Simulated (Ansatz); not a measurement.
MgF2:
```
MgF2
1.0
    4.63953     0.00000     0.00000
    0.00000     4.63953     0.00000
    0.00000     0.00000     3.06349
Mg F
2 4
Direct
  0.50000   0.50000   0.50000
  0.00000   0.00000   0.00000
  0.69657   0.69657   0.00000
  0.30343   0.30343   0.00000
  0.80343   0.19657   0.50000
  0.19657   0.80343   0.50000
```

Relaxed with PBEsol.

**Question.** Decompose the optical modes at the zone centre into irreducible representations, and say which are infrared and Raman allowed.

**Answer.** Point group 4/mmm: Γ_opt = A1g + A2g + A2u + B1g + 2B1u + B2g + Eg + 3Eu. Infrared: A2u, Eu. Raman: A1g, B1g, B2g, Eg.

**Question.** Assign frequencies (DFPT, PBEsol in the plane-wave PAW code Ansatz; without the LO–TO term).

**Answer.** B1g 84, B1u 199, Eu 234, A2g 286, Eg 286, A2u 395, A1g 396, Eu 402, B1u 417, Eu 443, B2g 500 cm⁻¹.

Subscripts of B labels follow the axes of the standard setting.

Space group P4_2/mnm (rutile). The cell was relaxed with PBEsol under the symmetry of its start.

Potentials: the earlier of the program's two PAW sets. The files were generated under PBE; for other functionals the program regenerates the frozen cores, and for LDA and PBEsol the local potential too.
